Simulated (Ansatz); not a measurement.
Y, DFT, PBE, PAW with Ansatz's default frozen-core files, scalar-relativistic (Ansatz 0.2.0), run on 1 thread of Arm Neoverse V1 on a shared host.

The cell is COD entry 1534898, as deposited and not checked against the literature; nothing was relaxed. The listed cell was then made from it by scaling, straining or moving an atom.

Command: `ansatz run input.yaml --threads 1 --pin off --max-ram 2048MiB --backend cpu --events-out ev --progress --plain --runs-dir out`

```yaml
crystal:
  lattice:
    - [0.0, 2.497518971, 2.46015]
    - [2.497518971, 0.0, 2.46015]
    - [2.497518971, 2.497518971, 0.0]
  atoms:
    - { symbol: "Y", position: [0.0, 0.0, 0.0] }
kpoints:
  mp_grid: { grid: [13, 13, 13] }
scf:
  occupations: { method: fermi_dirac, width: 0.05 }
hamiltonian:
  xc: pbe
  pseudopotentials: { kind: paw }
output:
  forces: true
  stress: true
  eigenvalues: true
  efg: { contact_densities: true }
```

Problem. How large is the problem that the program sets up?

Solution. 196 irreducible k-points, 601 plane waves at Γ, 10 bands.

Problem. About how long does it take, and how much memory does it use?

Solution. 4.1 s of wall time for 6 SCF iterations, with a peak of 0.37 GiB. Times on shared machines scatter by tens of per cent.

Problem. And the same cell and mesh by full-potential LAPW, asked for forces, stress, eigenvalues, on the same hardware?

Solution. 12 s, peak memory 0.3 GiB.

Problem. And the same cell and mesh by all-electron PAW (datasets made for this crystal), asked for forces, stress, eigenvalues, efg, on the same hardware?

Solution. 9.2 s, peak memory 0.36 GiB.
